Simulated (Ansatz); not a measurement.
The system is P.

```
P
1.0
     1.64774   -5.46504    0.00000
     1.64774    5.46504    0.00000
     0.00000    0.00000    4.54364
P
4
Cartesian
  1.6477 -4.4173 2.6754
  1.6477 4.4173 1.8683
  1.6477 -1.0477 0.4035
  1.6477 1.0477 4.1401
```

Base run:

| Item | Value |
| --- | --- |
| Program | Ansatz 0.2.0 |
| Functional | HSE06 form with a typed share of exact exchange |
| Potentials or basis | Ansatz PAW |
| Cutoff | 420 eV (not typed: the program's choice for these potentials) |
| k mesh | 5 × 5 × 4 |
| Occupations | fermi-dirac, width 0.05 eV |
| Spin | no spin polarisation |

Its results: band gap on the k mesh 1.72 eV, direct; pressure -2.1 GPa; largest force 0.334 eV/Å.

Problem. The run is repeated on the same cell with these changes: functional from HSE06 form with a typed share of exact exchange to HSE06; share of exact exchange from 0.5 to 0.25. What comes out?

Solution. Band gap on the k mesh 1.02 eV, direct; pressure -0.1 GPa; largest force 0.144 eV/Å.

Caveats: odd divisions of the mesh miss points on the zone boundary, where band edges often lie, so the gap on the mesh can be too wide; the PAW data sets come from PBE, with cores solved anew for the run's functional, which leaves a small shift of forces and pressure; the thresholds are loose for stress.

A k mesh can miss the band edges.
